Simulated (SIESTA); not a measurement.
Runs of SIESTA 5.4.2 on Li2O. It takes space group Fm-3m (No. 225, cubic). Conventional cell: a = 4.654 Å, b = 4.654 Å, c = 4.654 Å, α = 90.00°, β = 90.00°, γ = 90.00°. O (site symmetry m-3m) is surrounded by 8 Li at 2.02 Å. Li (site symmetry -43m) is surrounded by 4 O at 2.02 Å. The cell comes from a database or a generator and needn't be the stable form of this composition.

```tsv
task	level	potentials or basis	k mesh	wannier functions	bands left out below	projections	wannier mesh	gap on the mesh (eV)	pressure (GPa)
band structure	PBEsol	PseudoDojo 0.4 standard (PBEsol files), DZP (energy shift 0.003 Ry; two zetas on semicore shells)	10 × 10 × 10	-	-	-	-	4.95	-2.3
band structure	PBE	PseudoDojo 0.4 standard (PBE files), DZP (energy shift 0.003 Ry; two zetas on semicore shells)	10 × 10 × 10	-	-	-	-	(a)	(b)
Wannier functions	PBE	PseudoDojo 0.4 standard (PBE files), SZP (energy shift 0.003 Ry; radii capped at 9.5 bohr)	8 × 8 × 8	3	3	["O:p"]	6 × 6 × 6	5.05	0.1
band structure	LDA	PseudoDojo 0.4 standard (LDA files), DZP (energy shift 0.003 Ry; two zetas on semicore shells)	10 × 10 × 10	-	-	-	-	(c)	-6.6
```

Alike in all rows: no spin polarisation; cell as given; smearing fermi-dirac 0.05 eV; grid cutoff 800 Ry; energy shift 0.003 Ry.

Problem. Fill in the values left out.

Solution. (a) 5.08; (b) 0.2; (c) 4.94.

Caveats: the basis of atomic orbitals isn't converged, which shifts pressures, moduli and gaps.

A k mesh can miss the band edges.
